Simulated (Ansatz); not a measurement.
Input of an Ansatz 0.2.0 run:

File input.yaml:

```yaml
crystal:
  lattice:
    - [0.0, -1.8075, -1.8075]
    - [-1.8075, 0.0, -1.8075]
    - [1.8075, 1.8075, -3.615]
  atoms:
    - { symbol: Cu, position: [0.50904939, 0.47379486, 0.51235736] }
    - { symbol: Cu, position: [0.99095061, 0.02620514, 0.98764264] }
kpoints:
  mp_grid: { grid: [12, 12, 7] }
scf:
  occupations: { method: fermi_dirac, width: 0.05 }
hamiltonian:
  xc: pbe
  pseudopotentials: { kind: all_electron, lapw: { basis_error: 0.001 } }
output:
  forces: true
  stress: true
  eigenvalues: true
  populations: true
```

Potentials or basis: all-electron LAPW, scalar-relativistic.

The run is started by

```bash
$ ansatz run input.yaml --threads 2 --pin off --max-ram 6144MiB --backend cpu --events-out ev --progress --plain --runs-dir out
```

**Question.** What does it give for the band gap on the k mesh?

**Answer.** None (metal or under the smearing width).

**Question.** What does it give for the pressure?

**Answer.** 3.0 GPa.

**Question.** Estimate the largest force.

**Answer.** 0.795 eV/Å.

Forces on the atoms (eV/Å):
```
Cu  -0.579 -0.371  0.399
Cu   0.579  0.371 -0.399
```
